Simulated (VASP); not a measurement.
Here is a VASP 6.6.1 calculation.

INCAR

```
  PREC = Accurate
  ENCUT = 520
  EDIFF = 1E-6
  ISMEAR = 0
  SIGMA = 0.03
  LREAL = F
  LASPH = T
  NELM = 80
  ALGO = Normal
  ISIF = 2
  LWAVE = F
  LCHARG = F
  LDIPOL = T
  IDIPOL = 3
  DIPOL = 0.5 0.5 0.500
  GGA = PS
  NBANDS = 66
  LVHAR = T
  LVACPOTAV = T
  ICORELEVEL = 1
```

File KPOINTS:

```
Automatic mesh
0
Gamma
  6 5 1
```

File POSCAR:

```
CdSe
1.0
    4.3079900800      0.0000000000      0.0000000000
    0.0000000000      6.0924180000      0.0000000000
    0.0000000000      0.0000000000     25.7699752000
Cd Se
6 6
Direct
    0.5000000000      0.5000000000      0.2910363700
    0.0000000000      0.0000000000      0.3746218200
    0.5000000000      0.5000000000      0.4582072700
    0.0000000000      0.0000000000      0.5417927300
    0.5000000000      0.5000000000      0.6253781800
    0.0000000000      0.0000000000      0.7089636300
    0.0000000000      0.2500000000      0.2910363700
    0.5000000000      0.7500000000      0.3746218200
    0.0000000000      0.2500000000      0.4582072700
    0.5000000000      0.7500000000      0.5417927300
    0.0000000000      0.2500000000      0.6253781800
    0.5000000000      0.7500000000      0.7089636300
```

Potentials or basis: VASP PAW PBE potentials, release 64 (Cd, Se).

Run with:

```sh
$ cat potpaw_PBE.64/Cd/POTCAR potpaw_PBE.64/Se/POTCAR > POTCAR
$ mpirun -np 4 vasp_std > vasp.out
```

(1) Predict the band gap on the k mesh.

(2) What does it give for the ionisation potential of the upper face?

Results:

(1) 0.72 eV, direct.

(2) 5.14 eV.
